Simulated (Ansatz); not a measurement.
# BaS, one cell by several methods

```xyz
2
Lattice="0.0000 3.1938 3.2576 3.1938 0.0000 3.2576 3.1938 3.1938 0.0000" Properties=species:S:1:pos:R:3 pbc="T T T"
Ba    0.0000    0.0000    0.0000
S     3.1938    3.1938    3.2576
```

Atoms are numbered in the order listed.

The cell is COD entry 9008600, as deposited and not checked against the literature; nothing was relaxed. The listed cell was then made from it by scaling, straining or moving an atom.

No spin–orbit coupling, which matters for the heavy atoms here.

All numbers are computed: DFT, PBE, PAW with Ansatz's default frozen-core files, scalar-relativistic (Ansatz 0.2.0); DFT, PBE, all-electron PAW with datasets made for the crystal, scalar-relativistic (Ansatz 0.2.0); DFT, PBE, all-electron LAPW, scalar-relativistic (Ansatz 0.2.0).

For PAW: a Γ-centred 8×8×8 k mesh, Fermi–Dirac smearing of 0.02 eV, cutoff 420 eV, no spin polarisation. The crystal-made all-electron datasets (AE datasets) take a cutoff of 260 eV at this cell. LAPW targets a basis error of 0.25 meV/atom. The Ansatz runs share mesh, smearing and spin set-up. Plane-wave (PAW) pressures include the program's estimate of the Pulay term.

Stress and pressure are positive in compression.

No spin–orbit coupling: at heavy atoms the gradients can be off by tens of per cent for that reason.

```
                             quantity    PAW  AE datasets   LAPW
                       pressure (GPa)   0.01         0.01   0.01
                      stress xx (GPa)   0.47         0.47   0.47
                      stress zz (GPa)  -0.90        -0.90  -0.90
                        band gap (eV)  2.213        2.213  2.213
field gradient Vzz at Ba1 (10²¹ V/m²)   2.36         2.37      –
 field gradient Vzz at S2 (10²¹ V/m²)   0.67         0.67      –
```

PAW's pressure differs from the LAPW value by about 0.01 GPa or less. Datasets made for the crystal and LAPW share parts of one code, so their agreement isn't an independent check.
